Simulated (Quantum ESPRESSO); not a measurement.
# WS2 in Quantum ESPRESSO: reference runs, part 2 of 2

Quantum ESPRESSO 7.5.

### Step 3. Single point, PBE (atoms moved at random, drawn with an rms of 0.05 Å)

pw.in reads:

```
&CONTROL
  calculation = 'scf'
  prefix = 'pwscf'
  outdir = './tmp'
  pseudo_dir = './pseudo'
  tprnfor = .true.
  tstress = .true.
  disk_io = 'nowf'
/
&SYSTEM
  ibrav = 0
  nat = 3
  ntyp = 2
  ecutwfc = 55
  ecutrho = 440
  nbnd = 20
  occupations = 'smearing'
  smearing = 'fd'
  degauss = 0.00367493
/
&ELECTRONS
  conv_thr = 6d-10
  electron_maxstep = 120
  mixing_beta = 0.5
/
ATOMIC_SPECIES
W    183.8400 W_pbe_v1.2.uspp.F.UPF
S     32.0600 s_pbe_v1.4.uspp.F.UPF
CELL_PARAMETERS angstrom
   3.1835163552    0.0000000000    0.0000000000
  -1.5917581776    2.7570060369    0.0000000000
   0.0000000000    0.0000000000   16.9505778900
ATOMIC_POSITIONS crystal
W     -0.0022520000    0.0009590000   -0.0023540000
S      0.3398470000    0.6594670000    0.0928740000
S      0.3315340000    0.6584820000    0.9087850000
K_POINTS automatic
10 10 2 0 0 0
```

Potentials or basis: SSSP 1.3 efficiency PBE.

Run with:

```
> OMP_NUM_THREADS=1 pw.x -in pw.in > pw.out
```

pw.out:

```text
This program is part of the open-source Quantum ESPRESSO suite
     for quantum simulation of materials; please cite
         "P. Giannozzi et al., J. Phys.:Condens. Matter 21 395502 (2009);
         "P. Giannozzi et al., J. Phys.:Condens. Matter 29 465901 (2017);
         "P. Giannozzi et al., J. Chem. Phys. 152 154105 (2020);
     in publications or presentations arising from this work. More details at

     G-vector sticks info
     --------------------
     sticks:   dense  smooth     PW     G-vecs:    dense   smooth      PW
     Sum        1099     559    163               156315    55405    8921

     Using Slab Decomposition

     bravais-lattice index     =            0
     lattice parameter (alat)  =       6.0160  a.u.
     unit-cell volume          =    1003.9820 (a.u.)^3
     number of atoms/cell      =            3
     number of atomic types    =            2
     number of electrons       =        26.00
     number of Kohn-Sham states=           20
     kinetic-energy cutoff     =      55.0000  Ry
     charge density cutoff     =     440.0000  Ry
     scf convergence threshold =      6.0E-10
     mixing beta               =       0.5000
     number of iterations used =            8  plain     mixing
     Exchange-correlation=  SLA  PW   PBX  PBC
                           (   1   4   3   4   0   0   0)

     celldm(1)=   6.015974  celldm(2)=   0.000000  celldm(3)=   0.000000
     celldm(4)=   0.000000  celldm(5)=   0.000000  celldm(6)=   0.000000

     crystal axes: (cart. coord. in units of alat)
               a(1) = (   1.000000   0.000000   0.000000 )
               a(2) = (  -0.500000   0.866025   0.000000 )
               a(3) = (   0.000000   0.000000   5.324483 )

     reciprocal axes: (cart. coord. in units 2 pi/alat)
               b(1) = (  1.000000  0.577350 -0.000000 )
               b(2) = (  0.000000  1.154701  0.000000 )
               b(3) = (  0.000000 -0.000000  0.187812 )

     PseudoPot. # 1 for W  read from file:
     W_pbe_v1.2.uspp.F.UPF
     Pseudo is Ultrasoft + core correction, Zval = 14.0
     Generated by new atomic code, or converted to UPF format
     Using radial grid of  923 points,  8 beta functions with:
                l(1) =   0
                l(2) =   0
                l(3) =   0
                l(4) =   1
                l(5) =   1
                l(6) =   2
                l(7) =   2
                l(8) =   3
     Q(r) pseudized with  6 coefficients,  rinner =    1.350   1.350   1.350
                                                       1.350   1.350   1.350
                                                       1.350

     PseudoPot. # 2 for S  read from file:
     s_pbe_v1.4.uspp.F.UPF
     Pseudo is Ultrasoft + core correction, Zval =  6.0
     Generated by new atomic code, or converted to UPF format
     Using radial grid of  907 points,  6 beta functions with:
                l(1) =   0
                l(2) =   0
                l(3) =   1
                l(4) =   1
                l(5) =   2
                l(6) =   2
     Q(r) pseudized with  8 coefficients,  rinner =    1.300   1.300   1.300
                                                       1.300   1.300

     atomic species   valence    mass     pseudopotential
     W                14.00   183.84000     W ( 1.00)
     S                 6.00    32.06000     S ( 1.00)

     No symmetry found

   Cartesian axes

     site n.     atom                  positions (alat units)
         1        W      tau(   1) = (  -0.0027315   0.0008305  -0.0125338  )
         2        S      tau(   2) = (   0.0101135   0.5711152   0.4945060  )
         3        S      tau(   3) = (   0.0022930   0.5702621   4.8388100  )

     number of k points=   104  Fermi-Dirac smearing, width (Ry)=  0.0037

     Number of k-points >= 100: set verbosity='high' to print them.

     Dense  grid:   156315 G-vectors     FFT dimensions: (  45,  45, 216)

     Smooth grid:    55405 G-vectors     FFT dimensions: (  30,  30, 160)

     Initial potential from superposition of free atoms

     starting charge      25.8996, renormalised to      26.0000

     negative rho (up, down):  6.322E-02 0.000E+00
     Starting wfcs are   21 randomized atomic wfcs

     Self-consistent Calculation

     iteration #  1     ecut=    55.00 Ry     beta= 0.50
     Davidson diagonalization with overlap
     ethr =  1.00E-02,  avg # of iterations =  5.5

     Threshold (ethr) on eigenvalues was too large:
     Diagonalizing with lowered threshold

     Davidson diagonalization with overlap
     ethr =  3.44E-04,  avg # of iterations =  4.1

     negative rho (up, down):  6.522E-02 0.000E+00

     total energy              =    -207.49586784 Ry
     estimated scf accuracy    <       0.10105458 Ry

     iteration #  2     ecut=    55.00 Ry     beta= 0.50
     Davidson diagonalization with overlap
     ethr =  3.89E-04,  avg # of iterations =  3.0

     negative rho (up, down):  6.664E-02 0.000E+00

     total energy              =    -207.50630118 Ry
     estimated scf accuracy    <       0.02716251 Ry

     iteration #  3     ecut=    55.00 Ry     beta= 0.50
     Davidson diagonalization with overlap
     ethr =  1.04E-04,  avg # of iterations =  7.2

     negative rho (up, down):  6.725E-02 0.000E+00

     total energy              =    -207.51117606 Ry
     estimated scf accuracy    <       0.03101871 Ry

     iteration #  4     ecut=    55.00 Ry     beta= 0.50
     Davidson diagonalization with overlap
     ethr =  1.04E-04,  avg # of iterations =  2.0

     negative rho (up, down):  6.811E-02 0.000E+00

     total energy              =    -207.51539031 Ry
     estimated scf accuracy    <       0.00078985 Ry

     iteration #  5     ecut=    55.00 Ry     beta= 0.50
     Davidson diagonalization with overlap
     ethr =  3.04E-06,  avg # of iterations =  7.2

     negative rho (up, down):  6.818E-02 0.000E+00

     total energy              =    -207.51535075 Ry
     estimated scf accuracy    <       0.00174307 Ry

     iteration #  6     ecut=    55.00 Ry     beta= 0.50
     Davidson diagonalization with overlap
     ethr =  3.04E-06,  avg # of iterations =  3.2

     negative rho (up, down):  6.816E-02 0.000E+00

     total energy              =    -207.51554213 Ry
     estimated scf accuracy    <       0.00008804 Ry

     iteration #  7     ecut=    55.00 Ry     beta= 0.50
     Davidson diagonalization with overlap
     ethr =  3.39E-07,  avg # of iterations =  2.0

     negative rho (up, down):  6.811E-02 0.000E+00

     total energy              =    -207.51555547 Ry
     estimated scf accuracy    <       0.00000233 Ry

     iteration #  8     ecut=    55.00 Ry     beta= 0.50
     Davidson diagonalization with overlap
     ethr =  8.97E-09,  avg # of iterations =  4.7

     negative rho (up, down):  6.808E-02 0.000E+00

     total energy              =    -207.51555698 Ry
     estimated scf accuracy    <       0.00000051 Ry

     iteration #  9     ecut=    55.00 Ry     beta= 0.50
     Davidson diagonalization with overlap
     ethr =  1.96E-09,  avg # of iterations =  2.6

     negative rho (up, down):  6.805E-02 0.000E+00

     total energy              =    -207.51555702 Ry
     estimated scf accuracy    <       0.00000006 Ry

     iteration # 10     ecut=    55.00 Ry     beta= 0.50
     Davidson diagonalization with overlap
     ethr =  2.34E-10,  avg # of iterations =  3.1

     negative rho (up, down):  6.805E-02 0.000E+00

     total energy              =    -207.51555704 Ry
     estimated scf accuracy    <          9.3E-09 Ry

     iteration # 11     ecut=    55.00 Ry     beta= 0.50
     Davidson diagonalization with overlap
     ethr =  3.56E-11,  avg # of iterations =  2.4

     negative rho (up, down):  6.805E-02 0.000E+00

     End of self-consistent calculation

     Number of k-points >= 100: set verbosity='high' to print the bands.

     the Fermi energy is     1.2705 ev

!    total energy              =    -207.51555705 Ry
     estimated scf accuracy    <          2.1E-10 Ry
     smearing contrib. (-TS)   =      -0.00000000 Ry
     internal energy E=F+TS    =    -207.51555705 Ry

     The total energy is F=E-TS. E is the sum of the following terms:
     one-electron contribution =    -862.93352345 Ry
     hartree contribution      =     432.00428658 Ry
     xc contribution           =     -58.20201867 Ry
     ewald contribution        =     281.61569850 Ry

     convergence has been achieved in  11 iterations

     negative rho (up, down):  6.805E-02 0.000E+00

     Forces acting on atoms (cartesian axes, Ry/au):

     atom    1 type  1   force =     0.02243132   -0.02012051    0.06829050
     atom    2 type  2   force =    -0.01457722    0.00807872   -0.02084416
     atom    3 type  2   force =    -0.00785410    0.01204178   -0.04744634

     Total force =     0.093497     Total SCF correction =     0.000041

     Computing stress (Cartesian axis) and pressure

     negative rho (up, down):  6.805E-02 0.000E+00
          total   stress  (Ry/bohr**3)                   (kbar)     P=        7.69
   0.00002963   0.00001310  -0.00002202            4.36        1.93       -3.24
   0.00001310   0.00005635  -0.00000959            1.93        8.29       -1.41
  -0.00002202  -0.00000959   0.00007077           -3.24       -1.41       10.41

=------------------------------------------------------------------------------=
   JOB DONE.
=------------------------------------------------------------------------------=
```

Wall time 6.8 min (1 thread of Intel Xeon at 2.70GHz, shared host); peak memory 1.2 GiB.

Results:

```
Free energy            : -2823.3930 eV
Largest force          : 1.919 eV/Å
Band gap on the k mesh : 1.92 eV, indirect (least direct gap 2.13 eV)
```

Forces in eV/Å, atoms in the order of the input:
```
W    0.577 -0.517  1.756
S   -0.375  0.208 -0.536
S   -0.202  0.310 -1.220
```

Stress tensor (GPa, compression positive):
```
 0.44  0.19 -0.32
 0.19  0.83 -0.14
-0.32 -0.14  1.04
```

Caveat: spin-orbit coupling is left out, which moves the levels of the heavy elements.
